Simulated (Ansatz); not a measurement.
**Stress against strain in CsI**

```yaml
crystal:
  lattice:
    - [4.56670, 0.00000, 0.00000]
    - [0.00000, 4.56670, 0.00000]
    - [0.00000, 0.00000, 4.56670]
  atoms:
    - { symbol: Cs, position: [0.00000, 0.00000, 0.00000] }
    - { symbol: I, position: [0.50000, 0.50000, 0.50000] }
```

Atoms are numbered in the order listed.

The cell is COD entry 9008790, as deposited and not checked against the literature; nothing was relaxed.

No spin–orbit coupling, which matters for the heavy atoms here.

Theory: DFT, LDA, all-electron LAPW, scalar-relativistic in Ansatz 0.2.0.

Settings: a Γ-centred 7×7×7 k mesh, Fermi–Dirac smearing of 0.01 eV, basis error target 0.25 meV/atom, no spin polarisation.

The strain is applied along the Cartesian axes of the cell as listed (the other components stay zero). Fractional coordinates are held (clamped ions).

σ is the change of stress from the unstrained cell, which is at -1.41 GPa; tension is positive, so slopes are stress–strain coefficients at that pressure.

Only quantities that a quadratic follows smoothly over the whole series are listed; rougher ones are left out.

```
    εzz  σzz (GPa)  σxx (GPa)
-0.0200      -0.43      -0.07
 0.0000       0.00       0.00
 0.0100       0.20       0.03
 0.0200       0.40       0.06
```

(1) Fit the series and read off the stiffness at zero strain.

(2) One run, at εzz = -0.0100, is withheld. Predict its row.

Answers

(1) Least-squares fits y = p0 + p1 x + p2 x² to the rows give σzz (GPa): p1 = 20.7, p2 = -34; σxx (GPa): p1 = 3.24, p2 = -11. So C11 = 21 GPa and C12 = 3 GPa, which gives B = (C11 + 2 C12)/3 = 9 GPa.

(2) The fits give -0.21, -0.03; the run gave -0.21, -0.03.
